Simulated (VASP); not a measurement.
# AlN with r2SCAN: from relaxation to properties, part 2 of 6

How well does r2SCAN reproduce what experiment finds for AlN? The cell is relaxed first, and properties follow on it. Left out of this account: 1 further run (core levels: core levels are not valid at this level). The start is a cell from a database of measured crystal structures.

VASP 6.6.1, plane waves and PAW; the level of theory is named at each step.

So far. Step 2 (Relaxing cell and atoms (r2SCAN)): It ends with a largest force of 0.007 eV/Å and a pressure of -0.06 GPa. The volume lies -0.4 % from that of the database's start, which holds the thermal and zero-point expansion of its experiment. The relaxed cell has a = 3.106, c = 4.974 Å (conventional setting).

## (3) Density, ELF and potential (r2SCAN)

Level of this step: r2SCAN; plane waves and PAW (Al, N) (VASP).

The relaxed cell gets a fresh self-consistent run, on a basis set for its own volume, to fix the density and to check the remaining stress.

File INCAR:

```
SYSTEM = AlN
PREC = Accurate
ENCUT = 520
EDIFF = 1E-06
NELM = 100
ISMEAR = 0
SIGMA = 0.05
LREAL = .FALSE.
ALGO = Normal
METAGGA = R2SCAN
LASPH = .TRUE.
NBANDS = 14
LORBIT = 11
LWAVE = .FALSE.
LCHARG = .TRUE.
ISIF = 2
LELF = .TRUE.
LVHAR = .TRUE.
```

File POSCAR:

```
AlN
1.0
    3.1057024824      0.0000000000      0.0000000000
   -1.5528512412      2.6896172464      0.0000000000
    0.0000000000      0.0000000000      4.9738875170
Al N
2 2
Direct
    0.6666666667      0.3333333333      0.0000683508
    0.3333333333      0.6666666667      0.5000683508
    0.6666666667      0.3333333333      0.3819316492
    0.3333333333      0.6666666667      0.8819316492
```

File KPOINTS:

```
Automatic mesh
0
Gamma
8 8 5
0 0 0
```

Potentials, in the order of the species: Al and N (PBE family, release 64).

Started as:

```sh
> mpirun -np 4 vasp_std
```

The program printed:

```text
[banner, memory and clock lines left out]
running    4 mpi-ranks, on    1 nodes
 distrk:  each k-point on    4 cores,    1 groups
 distr:  one band on    1 cores,    4 groups

 POSCAR found type information on POSCAR AlN
 POSCAR found :  2 types and       4 ions
 [... a notice as in an earlier step ...]

 LDA part: xc-table for (None), standard interpolation
|                                                                             |
|           W    W    AA    RRRRR   N    N  II  N    N   GGGG   !!!           |
|           W    W   A  A   R    R  NN   N  II  NN   N  G    G  !!!           |
|           W    W  A    A  R    R  N N  N  II  N N  N  G       !!!           |
|           W WW W  AAAAAA  RRRRR   N  N N  II  N  N N  G  GGG   !            |
|           WW  WW  A    A  R   R   N   NN  II  N   NN  G    G                |
|           W    W  A    A  R    R  N    N  II  N    N   GGGG   !!!           |
|                                                                             |
|     The number of bands has been changed from the values supplied in        |
|     The orbitals not found in the WAVECAR file will be initialized with     |
|     random numbers, which is usually adequate. For correlated               |
|     calculations, however, you should redo the groundstate calculation.     |
|     I found NBANDS = 14. Now, NBANDS = 16.                                  |
|                                                                             |

 POSCAR, INCAR and KPOINTS ok, starting setup
 FFT: planning ... GRIDC
 FFT: planning ... GRID_SOFT
 FFT: planning ... GRID
 WAVECAR not read
 entering main loop
       N       E                     dE             d eps       ncg     rms          rms(c)
DAV:   1     0.332887103601E+02    0.33289E+02   -0.77624E+03   960   0.935E+02
DAV:   2    -0.433744004296E+02   -0.76663E+02   -0.70576E+02  1344   0.196E+02
DAV:   3    -0.470962361142E+02   -0.37218E+01   -0.37096E+01  1232   0.444E+01
DAV:   4    -0.471198840920E+02   -0.23648E-01   -0.23646E-01  1216   0.405E+00
DAV:   5    -0.471202132658E+02   -0.32917E-03   -0.32917E-03  1200   0.485E-01    0.126E+01
DAV:   6    -0.381427622528E+02    0.89775E+01   -0.82160E+00  1112   0.204E+01    0.517E+00
DAV:   7    -0.384152946311E+02   -0.27253E+00   -0.12264E+00  1200   0.732E+00    0.337E+00
DAV:   8    -0.384643469662E+02   -0.49052E-01   -0.68831E-02  1000   0.267E+00    0.888E-01
DAV:   9    -0.384558677841E+02    0.84792E-02   -0.18747E-02  1256   0.111E+00    0.209E-01
DAV:  10    -0.384563868222E+02   -0.51904E-03   -0.21394E-03  1112   0.310E-01    0.962E-02
DAV:  11    -0.384563134947E+02    0.73327E-04   -0.10855E-04  1272   0.843E-02    0.248E-02
DAV:  12    -0.384563145028E+02   -0.10081E-05   -0.63275E-06  1136   0.192E-02    0.181E-02
DAV:  13    -0.384563091239E+02    0.53789E-05   -0.59217E-06  1176   0.199E-02    0.927E-03
DAV:  14    -0.384563075301E+02    0.15938E-05   -0.44618E-07   560   0.610E-03    0.367E-03
DAV:  15    -0.384563073680E+02    0.16211E-06   -0.29137E-08   576   0.208E-03
   1 F= -.38456307E+02 E0= -.38456307E+02  d E =-.117090E-18
```

Wall time 16 s (4 MPI ranks of Intel Xeon Platinum 8259CL at 2.50GHz (Skylake/Cascade Lake), shared host); peak memory 0.48 GiB.

From OUTCAR (step 3):

```text
  LATTYP: Found a hexagonal cell.
 ALAT       =     3.1057024824
 C/A-ratio  =     1.6015338060

 Found     30 irreducible k-points:

   k-points           NKPTS =     30   k-points in BZ     NKDIM =     30   number of bands    NBANDS=     16

   ENCUT  =  520.0 eV  38.22 Ry    6.18 a.u.   5.77  5.77  9.25*2*pi/ulx,y,z

   NELECT =      16.0000    total number of electrons

 E-fermi :   6.2320

 k-point     1 :       0.0000    0.0000    0.0000
  band No.  band energies     occupation
    ...
      4       5.0435      2.00000
      5       5.0435      2.00000
      6       5.7065      2.00000
      7       5.7065      2.00000
      8       5.9394      2.00000
      9      10.8687      0.00000
     10      13.4824      0.00000
     11      17.5692      0.00000
     12      17.9831      0.00000
     13      17.9831      0.00000
    ...

 k-point     2 :       0.1250   -0.0000    0.0000
  band No.  band energies     occupation
    ...
      4       4.1776      2.00000
      5       4.7962      2.00000
      6       4.8941      2.00000
      7       5.6694      2.00000
      8       5.8462      2.00000
      9      11.7001      0.00000
     10      14.2286      0.00000
     11      16.6118      0.00000
     12      16.9119      0.00000
     13      18.5846      0.00000
    ...

  Total       -0.0229713     -0.0229713     -0.0035072      0.0000000     -0.0000000      0.0000000
  in kB       -0.8858298     -0.8858298     -0.1352456      0.0000000     -0.0000000      0.0000000
  external PRESSURE =      -0.6356351 kB  Pullay stress =       0.0000000 kB

  energy-cutoff  :      520.00
  volume of cell :       41.55
      direct lattice vectors                 reciprocal lattice vectors
     3.105702482  0.000000000  0.000000000     0.321988344  0.185900057  0.000000000
    -1.552851241  2.689617246  0.000000000     0.000000000  0.371800114  0.000000000
     0.000000000  0.000000000  4.973887517     0.000000000  0.000000000  0.201049983

 POSITION                                       TOTAL-FORCE (eV/Angst)
 -----------------------------------------------------------------------------------
      1.55285      0.89654      0.00034        -0.000000     -0.000000      0.007269
     -0.00000      1.79308      2.48728         0.000000      0.000000      0.007269
      1.55285      0.89654      1.89969         0.000000      0.000000     -0.007269
     -0.00000      1.79308      4.38663         0.000000      0.000000     -0.007269
 -----------------------------------------------------------------------------------
    total drift:                               -0.000000     -0.000000     -0.018547

  FREE ENERGIE OF THE ION-ELECTRON SYSTEM (eV)
  ---------------------------------------------------
  free  energy   TOTEN  =       -38.4563073680 eV

  energy  without entropy=      -38.4563073680  energy(sigma->0) =      -38.45630737

 total charge
# of ion       s       p       d       tot
------------------------------------------
    1        0.368   0.451   0.000   0.818
    2        0.368   0.451   0.000   0.818
    3        1.230   2.674   0.000   3.905
    4        1.230   2.674   0.000   3.905
--------------------------------------------------
tot          3.196   6.250   0.000   9.446

[... 4 parts as in an earlier step ...]

[... 6 further parts left out ...]
```

Numbers from this step:

| Property | Result |
| --- | --- |
| SCF cycles | 15 |
| bands | 16 |
| Fermi energy | 6.232 eV |
| pressure | -0.06356 GPa |

Valence electrons inside each PAW sphere by angular momentum. Sphere charges, by row:

```csv
atom,s (e),p (e),d (e),tot (e)
Al1,0.368,0.451,0,0.818
Al2,0.368,0.451,0,0.818
N3,1.23,2.674,0,3.905
N4,1.23,2.674,0,3.905
```

ELF in the ac plane at fractional y = 0.333, with atoms of Al and N within 0.2 Å of it. It is the smooth field of the valence electrons, not physical close to the nuclei.

Ten even steps from '0' (0.00) to '9' (0.88):
```
8888887520000147
8888887631000257
8888887631000257
7777776531001256
6777765421101235
5666654311000123
3455542110000012
1333321100000001
1122111112222111
1111112345555442
4210135677888776
6311257899889988
8511379999889999
8521479998657999
8521479996215899
7521378986215899
7411368998667998
6311257899999997
4200136899999986
2100024689999875
1000012468998752
1111111124665321
2344332100110001
5666654200000013
7777776410000036
```
Columns run along a (3.1 Å), rows up along c (5.0 Å). Atoms in or near the plane, at fractional coordinates: Al at (0.67, 0.00), N at (0.67, 0.38).

Valence density in the ac plane at fractional y = 0.333, with atoms of Al and N within 0.2 Å of it. It is the smooth field of the valence electrons, not physical close to the nuclei.

Ten even steps from '_' (0.0 e/Å³) to '@' (3.7 e/Å³):
```
__..........____________________
..............__________________
............____________________
__..........____________________
____....________________________
________________________________
________________________________
________________________________
________________________________
________________________________
________________............____
______________....::::--::::..__
____________....--==++++++--::..
..__________..::==##@@@@%%++--..
..__________..--++%%@@@@@@**--::
..__________..::++%%@@@@@@**--..
____________..::==##%%@@##++::..
______________..::==++**++--....
______________....::----::::..__
________________............____
____________________......______
________________________________
________________________________
________________________________
________________________________
```
Columns run along a (3.1 Å), rows up along c (5.0 Å). Atoms in or near the plane, at fractional coordinates: Al at (0.67, 0.00), N at (0.67, 0.38).

Electrostatic potential energy in the ac plane at fractional y = 0.333, with atoms of Al and N within 0.2 Å of it. With pseudopotentials it is smooth inside the atoms' cores, unlike the true potential.

Ten even steps from '_' (-70 eV) to '@' (3 eV):
```
@@@@@@@@@@@@%%**--________::++%%
@@@@@@@@@@@@%%##++::____..==##%%
@@@@@@@@@@@@@@%%##++====++**%%@@
@@@@@@@@@@@@@@@@%%%%######%%@@@@
@@@@@@@@@@@@@@@@@@@@%%%%%%@@@@@@
@@@@@@@@@@@@@@@@@@@@@@@@@@@@@@@@
@@@@@@@@@@@@@@@@@@@@@@@@@@@@@@@@
@@@@@@@@@@@@@@@@@@@@@@@@@@@@@@@@
@@@@@@@@@@@@@@@@@@@@@@@@@@@@@@@@
@@@@%%%%@@@@@@@@@@@@@@@@@@@@@@@@
@@%%%%%%%%@@@@@@@@@@@@@@@@@@@@@@
@@%%%%%%%%%%@@@@@@@@%%%%@@@@@@@@
@@%%%%%%%%%%@@@@%%**====**%%@@@@
@@%%%%%%%%@@@@@@**--::::::++%%@@
@@@@@@@@@@@@@@%%++::==++--==%%@@
@@@@@@@@@@@@@@%%++::====--==%%@@
@@@@@@@@@@@@@@@@##--::::--++@@@@
@@@@@@@@@@@@@@@@@@##++==**%%@@@@
@@@@@@@@@@@@@@@@@@@@%%%%@@@@@@@@
@@@@@@@@@@@@@@@@@@@@%%%%%%@@@@@@
@@@@@@@@@@@@@@@@%%%%####%%%%@@@@
@@@@@@@@@@@@@@%%##++====++**%%@@
@@@@@@@@@@@@%%##++::____..==**%%
@@@@@@@@@@@@%%**--________..++%%
@@@@@@@@@@@@%%**::________..++%%
```
Columns run along a (3.1 Å; values clipped at the 3rd and 97th percentile), rows up along c (5.0 Å). Atoms in or near the plane, at fractional coordinates: Al at (0.67, 0.00), N at (0.67, 0.38).

In this run the pressure is -0.06 GPa, small enough to go on.

## (4) Bands along the symmetry lines (r2SCAN)

Levels along the symmetry lines show where the bands peak and cross; KPOINTS_OPT computes them in the converged potential.

File INCAR:

```
SYSTEM = AlN
PREC = Accurate
ENCUT = 520
EDIFF = 1E-06
NELM = 100
ISMEAR = 0
SIGMA = 0.05
LREAL = .FALSE.
ALGO = Normal
METAGGA = R2SCAN
LASPH = .TRUE.
NBANDS = 22
LORBIT = 11
LWAVE = .FALSE.
LCHARG = .FALSE.
KPAR = 4
```

POSCAR is that of step 3.

KPOINTS is that of step 3.

File KPOINTS_OPT:

```
Line mode
16
Line-mode
Reciprocal
  0.00000000   0.00000000   0.00000000 GAMMA
  0.50000000   0.00000000   0.00000000 M

  0.50000000   0.00000000   0.00000000 M
  0.33333333   0.33333333   0.00000000 K

  0.33333333   0.33333333   0.00000000 K
  0.00000000   0.00000000   0.00000000 GAMMA

  0.00000000   0.00000000   0.00000000 GAMMA
  0.00000000   0.00000000   0.50000000 A

  0.00000000   0.00000000   0.50000000 A
  0.50000000   0.00000000   0.50000000 L

  0.50000000   0.00000000   0.50000000 L
  0.33333333   0.33333333   0.50000000 H

  0.33333333   0.33333333   0.50000000 H
  0.00000000   0.00000000   0.50000000 A

  0.50000000   0.00000000   0.50000000 L
  0.50000000   0.00000000   0.00000000 M

  0.33333333   0.33333333   0.00000000 K
  0.33333333   0.33333333   0.50000000 H
```

Started as:

```sh
> mpirun -np 4 vasp_std
```

The program printed:

```text
[banner, memory and clock lines left out]
running    4 mpi-ranks, on    1 nodes
 distrk:  each k-point on    1 cores,    4 groups
 distr:  one band on    1 cores,    1 groups

 POSCAR found type information on POSCAR AlN
 POSCAR found :  2 types and       4 ions
 [... a notice as in an earlier step ...]

 LDA part: xc-table for (None), standard interpolation
 POSCAR, INCAR and KPOINTS ok, starting setup
 FFT: planning ... GRIDC
 FFT: planning ... GRID_SOFT
 FFT: planning ... GRID
 WAVECAR not read
 entering main loop
       N       E                     dE             d eps       ncg     rms          rms(c)
DAV:   1     0.265369260911E+02    0.26537E+02   -0.72527E+03  1320   0.678E+02
DAV:   2    -0.440448001014E+02   -0.70582E+02   -0.66259E+02  1652   0.165E+02
DAV:   3    -0.471002273466E+02   -0.30554E+01   -0.30374E+01  1668   0.315E+01
DAV:   4    -0.471199224174E+02   -0.19695E-01   -0.19693E-01  1536   0.279E+00
DAV:   5    -0.471202144274E+02   -0.29201E-03   -0.29201E-03  1656   0.344E-01    0.126E+01
DAV:   6    -0.381426271174E+02    0.89776E+01   -0.56403E+00  1572   0.148E+01    0.510E+00
DAV:   7    -0.384175134251E+02   -0.27489E+00   -0.11081E+00  1590   0.549E+00    0.338E+00
DAV:   8    -0.384643819685E+02   -0.46869E-01   -0.58412E-02  1374   0.195E+00    0.996E-01
DAV:   9    -0.384558527517E+02    0.85292E-02   -0.12996E-02  1628   0.821E-01    0.204E-01
DAV:  10    -0.384563495319E+02   -0.49678E-03   -0.16957E-03  1524   0.223E-01    0.793E-02
DAV:  11    -0.384563105884E+02    0.38943E-04   -0.37652E-05  1644   0.434E-02    0.253E-02
DAV:  12    -0.384563158106E+02   -0.52221E-05   -0.29602E-06  1488   0.105E-02    0.321E-02
DAV:  13    -0.384563086960E+02    0.71146E-05   -0.50735E-06  1518   0.162E-02    0.892E-03
DAV:  14    -0.384563075515E+02    0.11445E-05   -0.52431E-07   828   0.462E-03    0.642E-03
DAV:  15    -0.384563075356E+02    0.15906E-07   -0.77152E-08   780   0.232E-03
   1 F= -.38456308E+02 E0= -.38456308E+02  d E =-.484506E-14
 Start KPOINTS_OPT (optional k-point list driver)
k-point batch [1-30\144]
       N       E                     dE             ncg
DAV:   1     0.217966101632E+04   -0.12133E+05     1320
DAV:   2     0.296551266117E+03   -0.18831E+04     1648
DAV:   3     0.218866443768E+03   -0.77685E+02     1644
DAV:   4     0.218338903531E+03   -0.52754E+00     1524
DAV:   5     0.218329930286E+03   -0.89732E-02     1652
DAV:   6     0.218329722417E+03   -0.20787E-03     1500
DAV:   7     0.218329716973E+03   -0.54443E-05     1650
DAV:   8     0.218329716830E+03   -0.14243E-06     1166
[...]
k-point batch [121-144\144]
       N       E                     dE             ncg
DAV:   1     0.515285711499E+04   -0.14586E+05     1056
DAV:   2     0.374039031715E+04   -0.14125E+04     1368
DAV:   3     0.368601702124E+04   -0.54373E+02     1352
DAV:   4     0.368561129366E+04   -0.40573E+00     1212
DAV:   5     0.368560402140E+04   -0.72723E-02     1314
DAV:   6     0.368560385049E+04   -0.17091E-03     1214
DAV:   7     0.368560384600E+04   -0.44943E-05     1308
DAV:   8     0.368560384589E+04   -0.10394E-06      916
```

It took 64 s on 4 MPI ranks; peak memory 0.7 GiB; 4.2 min of CPU time.

Parts of OUTCAR (step 4):

```text
 Found     30 irreducible k-points:

   k-points           NKPTS =     30   k-points in BZ     NKDIM =     30   number of bands    NBANDS=     22

   NELECT =      16.0000    total number of electrons

 E-fermi :   6.1823

 k-point     1 :       0.0000    0.0000    0.0000
  band No.  band energies     occupation
    ...
      4       5.0434      2.00000
      5       5.0434      2.00000
      6       5.7064      2.00000
      7       5.7064      2.00000
      8       5.9393      2.00000
      9      10.8687      0.00000
     10      13.4825      0.00000
     11      17.5691      0.00000
     12      17.9832      0.00000
     13      17.9832      0.00000
    ...

 k-point     2 :       0.1250   -0.0000    0.0000
  band No.  band energies     occupation
    ...
      4       4.1775      2.00000
      5       4.7961      2.00000
      6       4.8940      2.00000
      7       5.6693      2.00000
      8       5.8461      2.00000
      9      11.7000      0.00000
     10      14.2286      0.00000
     11      16.6118      0.00000
     12      16.9119      0.00000
     13      18.5847      0.00000
    ...

  Total       -0.0209006     -0.0209006     -0.0014657      0.0000000      0.0000000     -0.0000000
  in kB       -0.8059758     -0.8059758     -0.0565220      0.0000000      0.0000000     -0.0000000
  external PRESSURE =      -0.5561579 kB  Pullay stress =       0.0000000 kB

 POSITION                                       TOTAL-FORCE (eV/Angst)
 -----------------------------------------------------------------------------------
      1.55285      0.89654      0.00034        -0.000000      0.000000      0.007251
     -0.00000      1.79308      2.48728         0.000000     -0.000000      0.007251
      1.55285      0.89654      1.89969         0.000000     -0.000000     -0.007251
     -0.00000      1.79308      4.38663        -0.000000     -0.000000     -0.007251
 -----------------------------------------------------------------------------------
    total drift:                               -0.000000     -0.000000     -0.018505

  FREE ENERGIE OF THE ION-ELECTRON SYSTEM (eV)
  ---------------------------------------------------
  free  energy   TOTEN  =       -38.4563075356 eV

  energy  without entropy=      -38.4563075356  energy(sigma->0) =      -38.45630754

[... 9 parts as in an earlier step ...]

[... 5 further parts left out ...]
```

Numbers from this step:

| Quantity | Value |
| --- | --- |
| bands | 22 |
| Fermi energy | 6.182 eV |
| pressure | -0.05562 GPa |
| least gap on mesh and path | 4.929 eV |
| least direct gap on mesh and path | 4.929 eV |

Electronic bands along the path, in eV, zero at the valence-band top; v1 is the highest filled band, c1 the lowest empty one:

| point | v4 | v3 | v2 | v1 | c1 | c2 | c3 | c4 |
| --- | --- | --- | --- | --- | --- | --- | --- | --- |
| Γ | -0.90 | -0.23 | -0.23 | 0.00 | 4.93 | 7.54 | 11.63 | 12.04 |
| 0.47 of the way | -2.30 | -1.55 | -0.41 | -0.38 | 6.84 | 8.56 | 9.05 | 10.89 |
| M | -3.40 | -2.15 | -1.78 | -0.72 | 6.45 | 6.56 | 9.06 | 11.27 |
| 0.53 of the way | -3.14 | -3.09 | -1.90 | -1.65 | 6.11 | 8.04 | 9.82 | 10.99 |
| K | -3.81 | -2.53 | -2.42 | -2.42 | 5.69 | 9.16 | 10.58 | 10.58 |
| 0.53 of the way | -3.21 | -1.59 | -0.83 | -0.51 | 7.41 | 8.49 | 9.44 | 9.91 |
| Γ | -0.90 | -0.23 | -0.23 | 0.00 | 4.93 | 7.54 | 11.63 | 12.04 |
| 0.47 of the way | -0.81 | -0.81 | -0.32 | -0.32 | 5.80 | 7.64 | 11.31 | 12.00 |
| A | -0.57 | -0.57 | -0.57 | -0.57 | 7.27 | 7.27 | 11.33 | 11.33 |
| 0.47 of the way | -1.61 | -1.61 | -1.03 | -1.03 | 7.40 | 7.40 | 10.39 | 10.39 |
| L | -1.51 | -1.51 | -1.40 | -1.40 | 6.00 | 6.00 | 10.15 | 10.15 |
| 0.53 of the way | -2.91 | -2.91 | -0.94 | -0.94 | 6.96 | 6.96 | 9.99 | 9.99 |
| H | -3.93 | -3.93 | -0.81 | -0.81 | 8.15 | 8.15 | 8.65 | 8.65 |
| 0.53 of the way | -1.78 | -1.78 | -1.22 | -1.22 | 7.53 | 7.53 | 10.36 | 10.36 |
| A | -0.57 | -0.57 | -0.57 | -0.57 | 7.27 | 7.27 | 11.33 | 11.33 |
| jump to L | -1.51 | -1.51 | -1.40 | -1.40 | 6.00 | 6.00 | 10.15 | 10.15 |
| 0.47 of the way | -2.52 | -1.95 | -1.19 | -1.00 | 5.70 | 6.63 | 10.17 | 10.46 |
| M | -3.40 | -2.15 | -1.78 | -0.72 | 6.45 | 6.56 | 9.06 | 11.27 |
| jump to K | -3.81 | -2.53 | -2.42 | -2.42 | 5.69 | 9.16 | 10.58 | 10.58 |
| 0.53 of the way | -4.53 | -3.07 | -1.42 | -1.42 | 6.65 | 8.98 | 9.41 | 9.41 |
| H | -3.93 | -3.93 | -0.81 | -0.81 | 8.15 | 8.15 | 8.65 | 8.65 |

The largest weight of each band there:

```
point      v4      v3      v2      v1       c1       c2       c3       c4
    Γ  N 0.89  N 0.97  N 0.97  N 0.97   N 0.73  Al 0.67   N 0.92  Al 0.98
    M  N 0.73  N 0.80  N 0.82  N 0.90   N 0.67  Al 0.78   N 0.51   N 0.91
    K  N 0.67  N 0.84  N 0.78  N 0.78  Al 0.93   N 0.99   N 0.84   N 0.84
    Γ  N 0.89  N 0.97  N 0.97  N 0.97   N 0.73  Al 0.67   N 0.92  Al 0.98
    A  N 0.93  N 0.93  N 0.93  N 0.93   N 0.69   N 0.69  Al 0.60  Al 0.60
    L  N 0.84  N 0.84  N 0.87  N 0.87  Al 0.57  Al 0.57  Al 0.87  Al 0.87
```

The path finds the gap of the mesh within 0.02 eV, so the mesh comes close to both band edges.

[end of part 2 of 6]

[Lines on the potential files, build, host, timing and source positions are cut from VASP's logs without a mark.]

[Logs are printed without paths, hosts, clocks, repeated set-up lines and the standing remarks that a program may print on its own settings, such as how far it seeks lower states.]

[Hosts, paths, dates, database ids (printed as entryN), source tags and the programs' standing remarks are cut or masked in the printed files.]

[Measured values are set beside computed ones only where the two were judged alike; some that the calculation misses by far are left out.]

[In band tables of VASP the shares of atoms and orbitals are scaled to a sum of 1 inside the atoms' spheres.]
